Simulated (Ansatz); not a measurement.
# SiO2: the cost of one run

Method: DFT PBEsol, scalar-relativistic, plane waves, PAW, in Ansatz 0.2.0.

4 further runs of the same task are left out: 4 set aside as unsound or not needed. Runs told in other sessions of the task aren't counted.

## (1) Starting point

The cell holds 24 atoms (GaO16Si7): a = 7.045 Å, b = 7.045 Å, c = 7.335 Å, α = 90.00°, β = 90.00°, γ = 90.00°.

As a file:

```xyz
24
Lattice="-4.9818 -4.9818 0.0000 -4.9818 4.9818 0.0000 0.0000 0.0000 -7.3354" Properties=species:S:1:pos:R:3 pbc="T T T"
Ga   -2.4909   -2.4909   -3.6677
Si   -4.9818    0.0000    0.0000
Si   -7.4726   -2.4909   -3.6677
Si   -9.9635    0.0000    0.0000
Si   -2.4909    0.0000   -1.8339
Si   -4.9818    2.4909   -5.5016
Si   -7.4726    0.0000   -1.8339
Si   -4.9818   -2.4909   -5.5016
O    -2.0105   -1.2454   -2.7508
O    -4.5014    1.2454   -6.4185
O    -6.9922   -1.2454   -2.7508
O    -4.5014   -3.7363   -6.4185
O    -1.2454    0.4804   -0.9169
O    -3.7363    2.9713   -4.5846
O    -6.2272    0.4804   -0.9169
O    -3.7363   -2.0105   -4.5846
O    -3.7363   -0.4804   -0.9169
O    -6.2272    2.0105   -4.5846
O    -8.7181   -0.4804   -0.9169
O    -6.2272   -2.9713   -4.5846
O    -2.9713    1.2454   -2.7508
O    -5.4621    3.7363   -6.4185
O    -7.9530    1.2454   -2.7508
O    -5.4621   -1.2454   -6.4185
```

The host was relaxed before at PBEsol: a = 4.982 Å, b = 4.982 Å, c = 7.335 Å, α = 90.00°, β = 90.00°, γ = 90.00° (conventional cell), 15.171 Å³/atom.

Places, in fractions of the supercell: Ga in place of Si at (0.500, 0.000, 0.500). The start keeps the symmetry of the ideal site.

## (2) Band edges of the host over the zone

File input.yaml:

```yaml
crystal:
  lattice:
    - [-2.490875404, 2.490875404, 3.6677129423]
    - [2.490875404, -2.490875404, 3.6677129423]
    - [2.490875404, 2.490875404, -3.6677129423]
  atoms:
    - { symbol: Si, position: [0.0, 0.0, 0.0] }
    - { symbol: Si, position: [0.75, 0.25, 0.5] }
    - { symbol: O, position: [0.375, 0.2214284677, 0.3464284677] }
    - { symbol: O, position: [0.9714284677, 0.625, 0.8464284677] }
    - { symbol: O, position: [0.7785715323, 0.125, 0.1535715323] }
    - { symbol: O, position: [0.875, 0.0285715323, 0.6535715323] }
basis:
  ecutwfc: 420
  xc_grid: 2
kpoints:
  mp_grid: { grid: [6, 6, 6] }
  band_path: { path: [VBM, CBM], npoints: 2 }
hamiltonian:
  xc: pbesol
scf:
  occupations: { method: gaussian, width: 0.02 }
output:
  forces: true
  stress: true
  eigenvalues: true
```

Command:

```console
> ansatz run input.yaml --threads 8 --pin off --max-ram 16384MiB --backend cpu --events-out ev --progress --plain --runs-dir out
```

What time and memory should one allow on 8 threads of Arm Neoverse V1, shared host?

About 2.4 s, with a peak of 0.42 GiB.
